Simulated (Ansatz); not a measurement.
**BN: random displacements**

Aim: for BN, compute energies and forces of randomly disturbed cells.

Method: DFT r2SCAN, scalar-relativistic, plane waves, PAW, in Ansatz 0.2.0.

## Step 1: The starting structure

It takes space group F-43m (No. 216, cubic). Conventional cell: a = 3.626 Å, b = 3.626 Å, c = 3.626 Å, α = 90.00°, β = 90.00°, γ = 90.00°. B (site symmetry -43m) has 4 N at 1.57 Å as nearest neighbours. N (site symmetry -43m) is surrounded by 4 B at 1.57 Å.

As a file:

```xyz
8
Lattice="3.6260 0.0000 0.0000 0.0000 -3.6260 0.0000 0.0000 0.0000 -3.6260" Properties=species:S:1:pos:R:3 pbc="T T T"
B     0.0000   -1.8130   -1.8130
B     1.8130    0.0000   -1.8130
B     1.8130   -1.8130    0.0000
B     0.0000    0.0000    0.0000
N     2.7195   -2.7195   -2.7195
N     0.9065   -0.9065   -2.7195
N     0.9065   -2.7195   -0.9065
N     2.7195   -0.9065   -0.9065
```

It goes back to an entry of the Materials Project.

The cell is taken as given, not relaxed at this level.

## Step 2: Zero of the scan

The input, input.yaml:

```yaml
crystal:
  lattice:
    - [3.626002, 0.0, 0.0]
    - [0.0, -3.626002, 0.0]
    - [0.0, 0.0, -3.626002]
  atoms:
    - { symbol: B, position: [0.0, 0.5, 0.5] }
    - { symbol: B, position: [0.5, 0.0, 0.5] }
    - { symbol: B, position: [0.5, 0.5, 0.0] }
    - { symbol: B, position: [0.0, 0.0, 0.0] }
    - { symbol: "N", position: [0.75, 0.75, 0.75] }
    - { symbol: "N", position: [0.25, 0.25, 0.75] }
    - { symbol: "N", position: [0.25, 0.75, 0.25] }
    - { symbol: "N", position: [0.75, 0.25, 0.25] }
basis:
  ecutwfc: 250.0
kpoints:
  mp_grid: { grid: [6, 6, 6] }
hamiltonian:
  xc: r2scan
scf:
  occupations: { method: gaussian, width: 0.05 }
output:
  forces: true
  stress: true
  eigenvalues: true
```

The run is started by

```console
ansatz run input.yaml --threads 1 --pin off --max-ram 2560MiB --backend cpu --events-out ev --progress --plain --runs-dir out
```

The program printed (excerpt; [...] marks lines left out):

```text
Warning: basis.ecutwfc = 250 eV is below the records' recommended 500 eV, and the density's cutoff is lower with it unless basis.ecutrho_ratio is high enough to keep the records' density cutoff: compare with a run at a higher cutoff
Warning: RAYON_NUM_THREADS=1 ignored (pool sized by the plan → 1); use --threads N
[...]
Pseudopotentials: kind: paw
Pseudopotential: B, paw, valence charge 3, recommended cutoff 500 eV (meta_gga), B.paw.azcp
Pseudopotential: N, paw, valence charge 5, recommended cutoff 500 eV (meta_gga), N.paw.azcp
Functional definition: r2SCAN
[...]
Crystal: 8 atoms, lattice volume = 47.674 Å³
Basis set: ecut = 250 eV, 437 PW (Γ), exchange–correlation on 80×80×80 points (64 copies of the dense FFT grid, shifted against one another)
Bands: 24, of which v1, the nominal top of the filled ones, is band 16 counted from 1 (15 counted from 0)
Symmetry: 96 space group operations
Space group: F-43m (ITA 216), of the structure as read, at distance tolerance 3.6e-5 Å
k-points: 20 of 216 (time reversal used)
[...]
SCF iter   1: F=—  HF=-2171.453769 eV  |F-HF|=—  |Δ(HF+E_count)|=         —  Δρ=3.44e-2  dr2=1.33e-1  dr2_τ=1.07e0  ethr=1.77e-3  ⟨swp⟩=6.0  Hψ=2237  notcnv=0  defer=4
[...]
SCF iter   7: F=-2171.859563 eV  HF=-2171.859563 eV  |F-HF|=1.09e-10  |Δ(HF+E_count)|=   2.86e-8  Δρ=3.09e-6  dr2=3.35e-9  dr2_τ=1.05e-10  ethr=3.13e-10  ⟨swp⟩=7.5  Hψ=1781  notcnv=0
[...]
SCF converged after 7 iterations
Free energy (F): -2171.859563 eV
[...]
E sigma→0 (E₀):  -2171.859563 eV
Fermi energy:    13.344544 eV
[...]
--- Forces (eV/Å), atoms counted from 1 ---
  atom   1  B      0.00000000     0.00000000     0.00000000
  atom   2  B      0.00000000    -0.00000000     0.00000000
  atom   3  B      0.00000000    -0.00000000     0.00000000
  atom   4  B      0.00000000    -0.00000000    -0.00000000
  atom   5  N     -0.00000000    -0.00000000     0.00000000
  atom   6  N     -0.00000000    -0.00000000    -0.00000000
  atom   7  N     -0.00000000     0.00000000     0.00000000
  atom   8  N     -0.00000000    -0.00000000    -0.00000000
[...]
--- Stress (GPa, compression-positive) ---
        5.279201      -0.000000      -0.000000
       -0.000000       5.279201      -0.000000
        0.000000       0.000000       5.279201
  P = ⅓ Tr σ = 5.2792 GPa (52.792 kbar)
--- Band table (eV; the first three rows and the last of 20) ---
  k-point 0: bands = ["-10.4020", "-4.7986", "-4.7986", "-4.7986", "1.6405", "1.6405", "1.6405", "5.8158", "5.8158", "5.8158", "5.8158", "5.8158", "5.8158", "10.8582", "10.8582", "10.8582", "15.8309", "15.8309", "15.8309", "20.5041", "20.5041", "20.5041"]
[...]
```

It took 1.5 s on 1 thread of Intel Xeon Platinum 8488C (Sapphire Rapids), shared host; peak memory 0.36 GiB.

The cell is repeated 4 times, 8 atoms in all. Reference values: F = -2171.8596 eV; pressure 5.28 GPa; largest force 0.000 eV/Å; gap on the mesh 4.97 eV.

## Step 3: Next: random displacements

All atoms are moved at random with no net shift, in some cells together with a random strain.

## Step 4: At rms move = 0.406 Å

The input, input.yaml:

```yaml
crystal:
  lattice:
    - [3.626002, 0.0, 0.0]
    - [0.0, -3.626002, 0.0]
    - [0.0, 0.0, -3.626002]
  atoms:
    - { symbol: B, position: [0.0513440803, 0.4525518829, 0.4128332816] }
    - { symbol: B, position: [0.5087628618, 0.0224067558, 0.569488859] }
    - { symbol: B, position: [0.4753643965, 0.4026930869, 0.1517045496] }
    - { symbol: B, position: [-0.0081075603, -0.0101231887, -0.0797744735] }
    - { symbol: "N", position: [0.7325757022, 0.6971262711, 0.7870471813] }
    - { symbol: "N", position: [0.2559508359, 0.3955842942, 0.7707247226] }
    - { symbol: "N", position: [0.2580185469, 0.8236165176, 0.1525017788] }
    - { symbol: "N", position: [0.7260911368, 0.2161443802, 0.2354741006] }
basis:
  ecutwfc: 250.0
kpoints:
  mp_grid: { grid: [6, 6, 6] }
hamiltonian:
  xc: r2scan
scf:
  occupations: { method: gaussian, width: 0.05 }
output:
  forces: true
  stress: true
  eigenvalues: true
```

The run is started by

```console
ansatz run input.yaml --threads 1 --pin off --max-ram 2560MiB --backend cpu --events-out ev --progress --plain --runs-dir out
```

The program printed (excerpt; [...] marks lines left out):

```text
Warning: basis.ecutwfc = 250 eV is below the records' recommended 500 eV, and the density's cutoff is lower with it unless basis.ecutrho_ratio is high enough to keep the records' density cutoff: compare with a run at a higher cutoff
Warning: RAYON_NUM_THREADS=1 ignored (pool sized by the plan → 1); use --threads N
[...]
Pseudopotentials: kind: paw
Pseudopotential: B, paw, valence charge 3, recommended cutoff 500 eV (meta_gga), B.paw.azcp
Pseudopotential: N, paw, valence charge 5, recommended cutoff 500 eV (meta_gga), N.paw.azcp
Functional definition: r2SCAN
[...]
Crystal: 8 atoms, lattice volume = 47.674 Å³
Basis set: ecut = 250 eV, 437 PW (Γ), exchange–correlation on 80×80×80 points (64 copies of the dense FFT grid, shifted against one another)
Bands: 24, of which v1, the nominal top of the filled ones, is band 16 counted from 1 (15 counted from 0)
Symmetry: 1 space group operations
Space group: P1 (ITA 1), of the structure as read, at distance tolerance 3.6e-5 Å
k-points: 112 of 216 (time reversal used)
[...]
SCF iter   8: F=-2154.007259 eV  HF=-2154.007259 eV  |F-HF|=8.39e-9  |Δ(HF+E_count)|=   1.44e-8  Δρ=8.28e-6  dr2=3.45e-8  dr2_τ=1.86e-9  ethr=3.13e-10  ⟨swp⟩=9.0  Hψ=11869  notcnv=0
[...]
SCF converged after 8 iterations
Free energy (F): -2154.007259 eV
[...]
E sigma→0 (E₀):  -2154.006437 eV
Entropy (-TS):   -0.001643 eV (-0.205 meV/atom)
Fermi energy:    12.544696 eV
[...]
--- Forces (eV/Å), atoms counted from 1 ---
  atom   1  B     -2.52358248    -4.28706274    -2.86723715
  atom   2  B     -0.10132025     1.41462914     2.25217728
  atom   3  B    -13.17336950   -14.32463199    10.31528060
  atom   4  B     -1.65181525    -0.65810753    -1.65030485
  atom   5  N      0.99898080    -6.76299136     6.32268577
  atom   6  N     -0.22769455    12.74125776     3.33459281
  atom   7  N      0.96183282     4.21400337   -10.13193858
  atom   8  N     15.71696273     7.66289990    -7.57530425
[...]
--- Stress (GPa, compression-positive) ---
       89.837303      20.776753     -11.757499
       20.776709      28.785191       7.756205
      -11.757506       7.756177      15.230604
  P = ⅓ Tr σ = 44.6177 GPa (446.177 kbar)
--- Band table (eV; the first three rows and the last of 112) ---
[... band rows left out ...]
[...]
```

Wall time 8.2 s (1 thread of Intel Xeon Platinum 8488C (Sapphire Rapids), shared host); peak memory 0.42 GiB.

## Step 5: Point rms move = 0.098 Å

The input, input.yaml:

```yaml
crystal:
  lattice:
    - [3.626002, 0.0, 0.0]
    - [0.0, -3.626002, 0.0]
    - [0.0, 0.0, -3.626002]
  atoms:
    - { symbol: B, position: [-0.0030898492, 0.5032497053, 0.5136751609] }
    - { symbol: B, position: [0.5216627125, 0.0078928344, 0.5014541228] }
    - { symbol: B, position: [0.5203096977, 0.5301897793, -0.03183302] }
    - { symbol: B, position: [0.0043019411, 0.0065625094, -0.0057623241] }
    - { symbol: "N", position: [0.7391266012, 0.7205211783, 0.7445846718] }
    - { symbol: "N", position: [0.249320203, 0.2532905084, 0.7600448621] }
    - { symbol: "N", position: [0.2267819525, 0.7551118489, 0.2606967198] }
    - { symbol: "N", position: [0.7415867413, 0.2231816362, 0.2571398067] }
basis:
  ecutwfc: 250.0
kpoints:
  mp_grid: { grid: [6, 6, 6] }
hamiltonian:
  xc: r2scan
scf:
  occupations: { method: gaussian, width: 0.05 }
output:
  forces: true
  stress: true
  eigenvalues: true
```

The run is started by

```console
ansatz run input.yaml --threads 1 --pin off --max-ram 2560MiB --backend cpu --events-out ev --progress --plain --runs-dir out
```

The program printed (excerpt; [...] marks lines left out):

```text
[...]
SCF converged after 7 iterations
Free energy (F): -2169.820904 eV
[...]
E sigma→0 (E₀):  -2169.820904 eV
Fermi energy:    13.244343 eV
[...]
--- Forces (eV/Å), atoms counted from 1 ---
  atom   1  B      0.85888801     2.15849422     2.44593344
  atom   2  B     -4.50618941     1.85988972    -0.22481680
  atom   3  B     -6.18902435     5.84765011    -7.12018699
  atom   4  B     -0.39805411     1.04127363    -2.15648233
  atom   5  N      3.80090200    -6.42035095     1.91204172
  atom   6  N      0.99504128    -0.17822835     1.23264739
  atom   7  N      3.28014500     0.07848855     1.58729309
  atom   8  N      2.15813551    -4.38723506     2.32341826
[...]
--- Stress (GPa, compression-positive) ---
       15.856726      -5.044281       9.938172
       -5.044280      13.142716      -7.577240
        9.938168      -7.577220      14.715367
  P = ⅓ Tr σ = 14.5716 GPa (145.716 kbar)
--- Band table (eV; the first three rows and the last of 112) ---
  k-point 0: bands = ["-10.5771", "-5.7117", "-4.7667", "-4.3001", "1.3701", "1.5151", "1.5945", "5.1800", "5.4034", "5.7463", "6.0779", "6.1151", "6.3242", "9.6385", "11.3768", "11.6192", "14.8695", "15.3210", "16.7024", "19.2029", "19.8634", "20.2281", "20.7377"]
[...]
```

It took 7.6 s on 1 thread of Intel Xeon Platinum 8488C (Sapphire Rapids), shared host; peak memory 0.43 GiB.

## Step 6: Point rms move = 0.057 Å

The input, input.yaml:

```yaml
crystal:
  lattice:
    - [3.6396578496, -0.0172209307, 0.019977618]
    - [0.0172209307, -3.6496288346, 0.0200719413]
    - [-0.019977618, 0.0200719413, -3.6543253103]
  atoms:
    - { symbol: B, position: [-0.0150154289, 0.479946052, 0.5060717443] }
    - { symbol: B, position: [0.4978704407, -0.0071042515, 0.4901011822] }
    - { symbol: B, position: [0.4939552626, 0.5116560472, -0.0134484273] }
    - { symbol: B, position: [0.0008153905, 0.0036794729, -0.0022777683] }
    - { symbol: "N", position: [0.7504473242, 0.7495401187, 0.7576015281] }
    - { symbol: "N", position: [0.2699399622, 0.2552603438, 0.7541205934] }
    - { symbol: "N", position: [0.2458768879, 0.7584174715, 0.2470923673] }
    - { symbol: "N", position: [0.7561101607, 0.2486047454, 0.2607387802] }
basis:
  ecutwfc: 250.0
kpoints:
  mp_grid: { grid: [6, 6, 6] }
hamiltonian:
  xc: r2scan
scf:
  occupations: { method: gaussian, width: 0.05 }
output:
  forces: true
  stress: true
  eigenvalues: true
```

The run is started by

```console
ansatz run input.yaml --threads 1 --pin off --max-ram 2560MiB --backend cpu --events-out ev --progress --plain --runs-dir out
```

The program printed (excerpt; [...] marks lines left out):

```text
Warning: basis.ecutwfc = 250 eV is below the records' recommended 500 eV, and the density's cutoff is lower with it unless basis.ecutrho_ratio is high enough to keep the records' density cutoff: compare with a run at a higher cutoff
Warning: RAYON_NUM_THREADS=1 ignored (pool sized by the plan → 1); use --threads N
[...]
Pseudopotentials: kind: paw
Pseudopotential: B, paw, valence charge 3, recommended cutoff 500 eV (meta_gga), B.paw.azcp
Pseudopotential: N, paw, valence charge 5, recommended cutoff 500 eV (meta_gga), N.paw.azcp
Functional definition: r2SCAN
[...]
Crystal: 8 atoms, lattice volume = 48.538 Å³
Basis set: ecut = 250 eV, 449 PW (Γ), exchange–correlation on 80×80×80 points (64 copies of the dense FFT grid, shifted against one another)
Bands: 24, of which v1, the nominal top of the filled ones, is band 16 counted from 1 (15 counted from 0)
Symmetry: 1 space group operations
Space group: P1 (ITA 1), of the structure as read, at distance tolerance 3.6e-5 Å
k-points: 112 of 216 (time reversal used)
[...]
SCF iter   7: F=-2171.379477 eV  HF=-2171.379477 eV  |F-HF|=9.14e-9  |Δ(HF+E_count)|=   6.88e-8  Δρ=8.61e-6  dr2=2.97e-8  dr2_τ=2.54e-9  ethr=3.13e-10  ⟨swp⟩=9.4  Hψ=11045  notcnv=0
[...]
SCF converged after 7 iterations
Free energy (F): -2171.379477 eV
[...]
E sigma→0 (E₀):  -2171.379477 eV
Fermi energy:    13.057307 eV
[...]
--- Forces (eV/Å), atoms counted from 1 ---
  atom   1  B      2.20756183    -2.33394376    -0.23326243
  atom   2  B      0.58633972    -0.70141199    -1.01465317
  atom   3  B      0.90149377     0.30602731    -2.32596981
  atom   4  B      0.45148388    -0.11068550    -0.62398356
  atom   5  N      0.08436489    -0.04031241     1.36053334
  atom   6  N     -2.81749656     1.09470181     1.08784670
  atom   7  N     -0.09409578     1.48069207    -0.17410280
  atom   8  N     -1.31958509     0.30487065     1.92352369
[...]
--- Stress (GPa, compression-positive) ---
        1.308440       1.739971      -6.550636
        1.739979      -0.389735       6.551519
       -6.550632       6.551522      -1.441921
  P = ⅓ Tr σ = -0.1744 GPa (-1.744 kbar)
--- Band table (eV; the first three rows and the last of 112) ---
[... band rows left out ...]
[...]
```

Run time: 7.6 s. Hardware: 1 thread of Intel Xeon Platinum 8488C (Sapphire Rapids), shared host; peak memory 0.42 GiB.

## Step 7: At rms move = 0.199 Å

The input, input.yaml:

```yaml
crystal:
  lattice:
    - [3.626002, 0.0, 0.0]
    - [0.0, -3.626002, 0.0]
    - [0.0, 0.0, -3.626002]
  atoms:
    - { symbol: B, position: [-0.0128022513, 0.4821875588, 0.4643073177] }
    - { symbol: B, position: [0.5534940079, -0.0215853162, 0.4780021152] }
    - { symbol: B, position: [0.5463592506, 0.4851213368, -0.0144313433] }
    - { symbol: B, position: [-0.033226875, 0.0295926077, 0.0747094642] }
    - { symbol: "N", position: [0.7273865263, 0.7170137154, 0.757104676] }
    - { symbol: "N", position: [0.2164240795, 0.2567209536, 0.7576443928] }
    - { symbol: "N", position: [0.2745868606, 0.8135086819, 0.240751366] }
    - { symbol: "N", position: [0.7277784014, 0.237440462, 0.2419120113] }
basis:
  ecutwfc: 250.0
kpoints:
  mp_grid: { grid: [6, 6, 6] }
hamiltonian:
  xc: r2scan
scf:
  occupations: { method: gaussian, width: 0.05 }
output:
  forces: true
  stress: true
  eigenvalues: true
```

The run is started by

```console
ansatz run input.yaml --threads 1 --pin off --max-ram 2560MiB --backend cpu --events-out ev --progress --plain --runs-dir out
```

The program printed (excerpt; [...] marks lines left out):

```text
Warning: basis.ecutwfc = 250 eV is below the records' recommended 500 eV, and the density's cutoff is lower with it unless basis.ecutrho_ratio is high enough to keep the records' density cutoff: compare with a run at a higher cutoff
Warning: RAYON_NUM_THREADS=1 ignored (pool sized by the plan → 1); use --threads N
[...]
Pseudopotentials: kind: paw
Pseudopotential: B, paw, valence charge 3, recommended cutoff 500 eV (meta_gga), B.paw.azcp
Pseudopotential: N, paw, valence charge 5, recommended cutoff 500 eV (meta_gga), N.paw.azcp
Functional definition: r2SCAN
[...]
Crystal: 8 atoms, lattice volume = 47.674 Å³
Basis set: ecut = 250 eV, 437 PW (Γ), exchange–correlation on 80×80×80 points (64 copies of the dense FFT grid, shifted against one another)
Bands: 24, of which v1, the nominal top of the filled ones, is band 16 counted from 1 (15 counted from 0)
Symmetry: 1 space group operations
Space group: P1 (ITA 1), of the structure as read, at distance tolerance 3.6e-5 Å
k-points: 112 of 216 (time reversal used)
[...]
SCF iter   8: F=-2165.175165 eV  HF=-2165.175165 eV  |F-HF|=1.12e-9  |Δ(HF+E_count)|=   2.75e-8  Δρ=3.90e-6  dr2=3.66e-9  dr2_τ=5.62e-10  ethr=3.13e-10  ⟨swp⟩=8.7  Hψ=10633  notcnv=0
[...]
SCF converged after 8 iterations
Free energy (F): -2165.175165 eV
[...]
E sigma→0 (E₀):  -2165.175165 eV
Fermi energy:    12.652078 eV
[...]
--- Forces (eV/Å), atoms counted from 1 ---
  atom   1  B      3.71472286    -2.94468680    -5.37966344
  atom   2  B     -7.35375570     0.58589319    -5.62825392
  atom   3  B     -9.84950919    -0.12284283     0.77276086
  atom   4  B      9.36205632     5.11803994    10.80240598
  atom   5  N      5.32703621    -4.27242602     4.02178508
  atom   6  N      2.23432489    -0.08762861     0.33677305
  atom   7  N     -3.15996398     7.26655169    -1.12613227
  atom   8  N     -0.27504401    -5.54296275    -3.79965955
[...]
--- Stress (GPa, compression-positive) ---
       29.360638       5.374918      13.791167
        5.375020      36.259466       2.772152
       13.791079       2.772145      27.206893
  P = ⅓ Tr σ = 30.9423 GPa (309.423 kbar)
--- Band table (eV; the first three rows and the last of 112) ---
[... band rows left out ...]
[...]
```

It took 8.1 s on 1 thread of Intel Xeon Platinum 8488C (Sapphire Rapids), shared host; peak memory 0.43 GiB.

## Step 8: rms move = 0.398 Å

The input, input.yaml:

```yaml
crystal:
  lattice:
    - [3.5859436161, -0.0545989996, -0.0071361727]
    - [0.0545989996, -3.6472348551, -0.0385614005]
    - [0.0071361727, -0.0385614005, -3.550758429]
  atoms:
    - { symbol: B, position: [0.0156360983, 0.4372320185, 0.4433430426] }
    - { symbol: B, position: [0.3931067968, -0.0668400912, 0.4870823873] }
    - { symbol: B, position: [0.3749115679, 0.5572644614, 0.0528347634] }
    - { symbol: B, position: [0.017869665, 0.0205782352, 0.0592879374] }
    - { symbol: "N", position: [0.6954032955, 0.8096016611, 0.7327932289] }
    - { symbol: "N", position: [0.3174175236, 0.3060911877, 0.7580921807] }
    - { symbol: "N", position: [0.270202221, 0.6892140841, 0.2392711385] }
    - { symbol: "N", position: [0.9154528319, 0.2468584431, 0.2272953213] }
basis:
  ecutwfc: 250.0
kpoints:
  mp_grid: { grid: [6, 6, 6] }
hamiltonian:
  xc: r2scan
scf:
  occupations: { method: gaussian, width: 0.05 }
output:
  forces: true
  stress: true
  eigenvalues: true
```

The run is started by

```console
ansatz run input.yaml --threads 1 --pin off --max-ram 2560MiB --backend cpu --events-out ev --progress --plain --runs-dir out
```

The program printed (excerpt; [...] marks lines left out):

```text
Warning: basis.ecutwfc = 250 eV is below the records' recommended 500 eV, and the density's cutoff is lower with it unless basis.ecutrho_ratio is high enough to keep the records' density cutoff: compare with a run at a higher cutoff
Warning: RAYON_NUM_THREADS=1 ignored (pool sized by the plan → 1); use --threads N
[...]
Pseudopotentials: kind: paw
Pseudopotential: B, paw, valence charge 3, recommended cutoff 500 eV (meta_gga), B.paw.azcp
Pseudopotential: N, paw, valence charge 5, recommended cutoff 500 eV (meta_gga), N.paw.azcp
Functional definition: r2SCAN
[...]
Crystal: 8 atoms, lattice volume = 46.424 Å³
Basis set: ecut = 250 eV, 431 PW (Γ), exchange–correlation on 80×80×80 points (64 copies of the dense FFT grid, shifted against one another)
Bands: 24, of which v1, the nominal top of the filled ones, is band 16 counted from 1 (15 counted from 0)
Symmetry: 1 space group operations
Space group: P1 (ITA 1), of the structure as read, at distance tolerance 3.6e-5 Å
k-points: 112 of 216 (time reversal used)
[...]
SCF iter   8: F=-2137.466323 eV  HF=-2137.466323 eV  |F-HF|=5.45e-9  |Δ(HF+E_count)|=   3.25e-8  Δρ=1.09e-5  dr2=3.63e-8  dr2_τ=8.09e-9  ethr=3.13e-10  ⟨swp⟩=9.0  Hψ=11426  notcnv=0
[...]
SCF converged after 8 iterations
Free energy (F): -2137.466323 eV
[...]
E sigma→0 (E₀):  -2137.466323 eV
Fermi energy:    13.589852 eV
[...]
--- Forces (eV/Å), atoms counted from 1 ---
  atom   1  B      4.54069251   -14.65282416   -20.57484725
  atom   2  B      6.60135426    -5.89179291    -9.65461049
  atom   3  B     41.83208458    47.65625549    73.52871921
  atom   4  B      4.42191161    17.78094021    21.30423039
  atom   5  N      3.33808103     3.87133916    -0.55673229
  atom   6  N     -4.67264849     5.71670590     3.04922506
  atom   7  N    -36.20777012   -50.51149278   -64.69012226
  atom   8  N    -19.85368227    -3.96904913    -2.40592425
[...]
--- Stress (GPa, compression-positive) ---
      111.385188      57.376230     103.009704
       57.376330     240.079583     168.793239
      103.009807     168.793706     263.859651
  P = ⅓ Tr σ = 205.1081 GPa (2051.081 kbar)
--- Band table (eV; the first three rows and the last of 112) ---
[... band rows left out ...]
[...]
```

Run time: 8.3 s. Hardware: 1 thread of Intel Xeon Platinum 8488C (Sapphire Rapids), shared host; peak memory 0.42 GiB.

## Step 9: All points together

Collected from the runs (energy zero: the undisturbed cell):

```csv
rms move (Å),ΔE (meV/atom),largest force (eV/Å),shortest distance (Å),pressure (GPa),gap on the mesh (eV)
0.000,0.0,0.00,1.57,5.3,4.97
0.057,60.0,3.22,1.48,-0.2,4.15
0.098,254.8,11.10,1.33,14.6,3.25
0.199,835.5,15.18,1.30,30.9,1.36
0.398,4299.2,97.10,0.90,205.1,0.66
0.406,2231.5,22.03,1.17,44.6,0.00
```

Where the gap reads zero, the mesh chosen for the insulator is on the coarse side.

## Step 10: Results

| quantity | value |
| --- | --- |
| costliest cell | 4299.2 meV/atom at an rms move of 0.398 Å |

In words: Cutoff, mesh or smearing here differ from converged choices, so read the numbers with care. The cost runs from 60.0 to 4299.2 meV/atom. Energy over the square of the rms move lies between 13.5 and 27.2 eV/Å² per atom; a harmonic solid under isotropic random moves would keep it roughly constant, while strain and close contacts change it. The gap on the mesh, 4.97 eV at the start, reads zero at rms move = 0.406. The settings are coarse, so take the values as rough. The final runs have no spin polarisation, so no magnetic state was tried and one may lie lower. Where forces pass 15 eV/Å atoms stand far too close, the PAW spheres overlap strongly and those numbers are rough.
